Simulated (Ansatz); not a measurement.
Antifluorite Na2S (r2SCAN geometry), in Ansatz:

```
S Na
1.0
     0.00000    3.25543    3.25543
     3.25543    0.00000    3.25543
     3.25543    3.25543    0.00000
S Na
1 2
Direct
  0.00000 0.00000 0.00000
  0.25000 0.25000 0.25000
  0.75000 0.75000 0.75000
```

G0W0@PBE with 259 empty bands, a screening cutoff of 140 eV and a 4×4×4 mesh (PAW, contour deformation) gives 4.142 eV over the mesh points, from a PBE gap of 2.532 eV; it sums over 271 bands with 259 plane waves in the screening and a wave cutoff of 420 eV. No extrapolation in bands, cutoff or mesh was made for G0W0. Spin-unpolarised throughout; all numbers are computed.

Q: Another run gave a Kohn-Sham gap of 2.532 eV and a G0W0 gap of 4.124 eV, summing over 271 bands with 259 plane waves in the screening and a wave cutoff of 1197 eV. What was changed?

A: Potentials of the kind norm-conserving, with them a wave cutoff of 1197 eV. The wave cutoff gives it away.

Q: Estimate the gap with starting point HSE06.

A: 4.767 eV (+0.625 eV), from a Kohn-Sham gap of 3.528 eV.

Q: Another run gave a Kohn-Sham gap of 2.285 eV and a G0W0 gap of 4.026 eV, summing over 271 bands with 259 plane waves in the screening and a wave cutoff of 420 eV. What was changed?

A: Starting point LDA. The Kohn-Sham gap has moved while bands and screening basis stay.

Q: Estimate the gap with frequency model Godby-Needs pole.

A: 4.169 eV (+0.027 eV), from a Kohn-Sham gap of 2.532 eV.
